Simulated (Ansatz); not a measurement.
# Ru: the order of phases at one pressure

Aim: bring Ru in several structures (bcc, hcp, beta tin, diamond, omega) to one pressure and rank them by enthalpy. The pressure is set by scaling the first phase. Methods of the runs shown: LAPW. Companion runs by PAW are cited.

Method: DFT, PBE, all-electron LAPW, scalar-relativistic, in Ansatz 0.2.0.

**1. The starting structure**

It takes space group Im-3m (No. 229, cubic). Conventional cell: a = 2.936 Å, b = 2.936 Å, c = 2.936 Å, α = 90.00°, β = 90.00°, γ = 90.00°. Ru (site symmetry m-3m) has 8 Ru at 2.54 Å as nearest neighbours.

Structure file:

```cif
data_structure
_symmetry_space_group_name_H-M 'P 1'
_symmetry_Int_Tables_number 1
_cell_length_a 2.5427
_cell_length_b 2.5427
_cell_length_c 2.5427
_cell_angle_alpha 109.471
_cell_angle_beta 109.471
_cell_angle_gamma 109.471
_cell_volume 12.66
loop_
_atom_site_label
_atom_site_type_symbol
_atom_site_fract_x
_atom_site_fract_y
_atom_site_fract_z
_atom_site_occupancy
Ru1 Ru 0.00000 0.00000 0.00000 1
```

**2. Bcc relaxed under pressure, LAPW**

input.yaml

```yaml
crystal:
  lattice:
    - [-1.468036287, 1.468036287, 1.468036287]
    - [1.468036287, -1.468036287, 1.468036287]
    - [1.468036287, 1.468036287, -1.468036287]
  atoms:
    - { symbol: Ru, position: [0.0, 0.0, 0.0] }
kpoints:
  mp_grid: { grid: [19, 19, 19] }
scf:
  occupations: { method: fermi_dirac, width: 0.1 }
hamiltonian:
  xc: pbe
  pseudopotentials: { kind: all_electron, lapw: { basis_error: 0.0005 } }
output:
  forces: true
  stress: true
  eigenvalues: true
relax:
  f_tol: 0.005
  max_steps: 12
  cell: { p_target: 44.0, stress_tol: 0.03 }
```

On the command line:

```bash
ansatz run input.yaml --threads 1 --pin off --max-ram 3584MiB --backend cpu --events-out ev --progress --plain --runs-dir out
```

Further steps of the session: Hcp relaxed under pressure, LAPW; Beta tin relaxed under pressure, LAPW; Diamond relaxed under pressure, LAPW; Omega relaxed under pressure, LAPW.

What does the calculation give? Wanted: pressure; lowest (for each run or level that gives them).

The runs gave:

```
     quantity                            value
     pressure                           44 GPa
lowest (LAPW)  hcp, 326.9 meV/atom under omega
 lowest (PAW)  hcp, 326.9 meV/atom under omega
```

In words: By LAPW the order is hcp < omega < bcc < beta tin < diamond. By PAW the order is hcp < omega < bcc < beta tin < diamond. The methods agree on the lowest phase. Only these structures were tried, with electrons smeared by 0.1 eV and without vibrations, so the true ground state may be another. The k meshes differ between phases and weren't tested, which can move differences by some meV.
